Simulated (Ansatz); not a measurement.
PbO in the h-MgO structure was relaxed with 4 functionals in Ansatz 0.2.0, cell and atoms free, the symmetry of the start kept (meshes: PBE 12×12×6, r2SCAN 6×6×4, PBEsol 6×6×4, LDA 6×6×4). Note: simulated data, non-magnetic, for a generated structure that need not be the stable one.

The PBEsol result:
```cif
data_structure
_symmetry_space_group_name_H-M 'P6_3/mmc'
_symmetry_Int_Tables_number 194
_cell_length_a 4.2396
_cell_length_b 4.2396
_cell_length_c 5.2428
_cell_angle_alpha 90.000
_cell_angle_beta 90.000
_cell_angle_gamma 120.000
_cell_volume 81.61
loop_
_atom_site_label
_atom_site_type_symbol
_atom_site_symmetry_multiplicity
_atom_site_Wyckoff_symbol
_atom_site_fract_x
_atom_site_fract_y
_atom_site_fract_z
_atom_site_occupancy
Pb1 Pb 2 c 0.33333 0.66667 0.25000 1
O1 O 2 d 0.66667 0.33333 0.25000 1
```

Space group P6_3/mmc (No. 194), hexagonal; conventional cell a = 4.240 Å, c = 5.243 Å, 20.40 Å³ an atom. Around Pb lie 5 O at 2.45–2.62 Å; around O lie 5 Pb at 2.45–2.62 Å.

**Question.** Order the functionals by the relaxed volume, smallest first.
A. r2SCAN
B. LDA
C. PBE
D. PBEsol

**Answer.** B (19.75 Å³/atom), D (20.40 Å³/atom), A (20.74 Å³/atom), C (21.39 Å³/atom).

**Question.** How does the cell change with LDA?

**Answer.** a = 4.196 Å, c = 5.180 Å; the volume differs by -3.2 % from PBEsol's. Pb has 5 O at 2.42–2.59 Å; O has 5 Pb at 2.42–2.59 Å.

**Question.** How does the cell change with r2SCAN?

**Answer.** a = 4.260 Å, c = 5.277 Å; the volume differs by +1.6 % from PBEsol's. Around Pb lie 5 O at 2.46–2.64 Å; around O lie 5 Pb at 2.46–2.64 Å.

**Question.** Held at the r2SCAN cell, what mean stress do LDA and PBE find, and does its sign point to their own minimum?

**Answer.** Yes. LDA -3.83 GPa, and its relaxed volume is -4.8 % from r2SCAN's; PBE +2.39 GPa, and its relaxed volume is +3.2 % from r2SCAN's. Compression counts positive, so a positive stress asks for a larger cell.
